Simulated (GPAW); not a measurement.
Crystal: AlO.

```
Al O
1.0
     2.76919    0.00000    0.00000
     0.00000    2.76919    0.00000
     0.00000    0.00000    2.76919
Al O
1 1
Cartesian
  1.3846 1.3846 1.3846
  0.0000 0.0000 0.0000
```

The cell was built by a generator and needn't be a form met in nature.

* Program: GPAW 26.7.0
* Task: relaxation of cell and atoms
* Functional: BLYP
* Potentials or basis: PAW data sets generated in the run's folder for this functional
* Cutoff: 800 eV
* Basis: pw
* k mesh: 8 × 8 × 8
* Occupations: fermi-dirac, width 0.05 eV
* Spin: no spin polarisation

At the start: pressure 4.5 GPa; volume 10.62 Å³/atom.

Task: Where does the relaxation end?

Result: Over 3 steps the energy falls by 5.4 meV/atom and the volume is 10.99 Å³/atom (+3.5 %); space group Pm-3m (No. 221, to 0.05 Å).

The path:
```csv
step,energy change (eV),largest force (eV/Å),pressure (GPa),volume (Å³)
1,0.0000,0.0000,4.46,21.24
2,-0.0035,0.0000,3.62,21.37
3,-0.0107,0.0000,0.12,21.98
```

Final structure:
```
Al O
1.0
     2.80102    0.00000    0.00000
     0.00000    2.80102    0.00000
     0.00000    0.00000    2.80102
Al O
1 1
Direct
  0.50000 0.50000 0.50000
  0.00000 0.00000 0.00000
```

Caveat: later steps reuse the first step's grids; an odd number of electrons without spin polarisation forces a metal; a magnetic or distorted state may lie lower.
